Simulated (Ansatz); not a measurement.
Se under changes of volume

One of the cells (27.261 Å³/atom); the others are scaled copies at fixed shape and fractional positions:

```xyz
3
Lattice="4.3662 0.0000 0.0000 -2.1831 3.7812 0.0000 0.0000 0.0000 4.9536" Properties=species:S:1:pos:R:3 pbc="T T T"
Se    1.6910    2.9289    0.0000
Se   -0.4921    0.8523    3.3024
Se    0.9841    0.0000    1.6512
```

```yaml
Program: Ansatz 0.2.0
Functional: PBE
Potentials_or_basis: all-electron LAPW, scalar-relativistic
Cutoff: 326 eV (chosen from the basis error)
Basis_error_allowed: 0.001 eV/atom
k_mesh: 7 × 7 × 6
Occupations: fermi-dirac, width 0.05 eV
Spin: no spin polarisation
```

```tsv
volume (Å³/atom)	energy over the lowest point (meV/atom)	pressure (GPa)	gap on the mesh (eV)	largest force (eV/Å)
25.625	?	?	?	?
26.170	39.05	5.5	1.18	0.844
26.716	22.78	4.1	1.20	0.611
27.261	11.20	2.8	1.22	0.395
27.806	3.81	1.6	1.22	0.194
28.351	0.20	0.5	1.19	0.006
28.896	0.00	-0.4	1.17	0.169
```

Task: What does the run at 25.625 Å³/atom give?

Result: Energy over the lowest point 60.45 meV/atom; pressure 7.1 GPa; gap on the mesh 1.16 eV; largest force 1.093 eV/Å.

Worked out: A Birch-Murnaghan fit of order 3 (a polynomial in V^(-2/3)) to the other rows has its minimum at 28.66 Å³/atom with B0 = V·E''(V) = 50 GPa and B' = 4.4 at fixed shape and positions, which overstates the stiffness. It gives 60.46 meV/atom at 25.625 Å³/atom, against the run's 60.45, and -dE/dV = 7.1 GPa, against 7.1. A parabola through the other rows of the gap, of slope 2.47 eV per unit of ln V there, extrapolates to 1.13 eV, against the run's 1.16.

Energies are extrapolated to zero smearing.

Caveats: an odd mesh through Γ misses points on the zone boundary, where band edges often lie; forces of over 1 eV/Å show positions far from the minimum, so gaps and moduli don't describe the material at rest (some runs). Spin-orbit coupling on Se is left out.
